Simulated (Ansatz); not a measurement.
Below is a relaxed structure of Sn3Ge2. The cell was found from a structure generator's guess, not taken from experiment.

These are results of DFT PBE, scalar-relativistic, plane waves, PAW in Ansatz, not measurements. Cutoff 420 eV, Γ-centred mesh, Gaussian smearing, no spin polarisation.

```
CELL_PARAMETERS angstrom
1.66925 0.96374 12.85315
-1.66925 0.96374 12.85315
0.00000 -1.92748 12.85315
ATOMIC_POSITIONS crystal
Sn 0.20464 0.20464 0.20464
Sn 0.79536 0.79536 0.79536
Sn 0.00000 0.00000 0.00000
Ge 0.39878 0.39878 0.39878
Ge 0.60122 0.60122 0.60122
```

Energies over the elements count from the elements' standard structures at the same level, with no fitted energy shifts. The references include grey tin.

Q: Find its symmetry and describe it.

A: R-3m (No. 166), with Sn and Ge ordered on fcc sites. Conventional cell: a = 3.338 Å, c = 38.559 Å. Sn on a site of symmetry 3m is surrounded by 3 Ge at 3.11 Å and 9 Sn at 3.34–3.51 Å; Sn on a site of symmetry -3m has 6 Ge at 3.18 Å and 6 Sn at 3.34 Å; Ge is surrounded by 6 Sn at 3.11–3.18 Å and 6 Ge at 3.34 Å.

Q: What is its formation energy per atom?

A: +0.21 eV/atom. A positive value: parting into the elements would lower its energy.

Q: Is it a metal?

A: Yes, bands cross the Fermi level on the 12×12×12 mesh.

The last run used a 12×12×12 mesh for its 5-atom cell and Gaussian smearing of 0.10 eV. Symmetry constrained the relaxation, so the result can be a saddle point. Another cell of Sn3Ge2 relaxed alike, in I4/mmm, lies 26 meV/atom lower, so this cell isn't the stable form at this level.
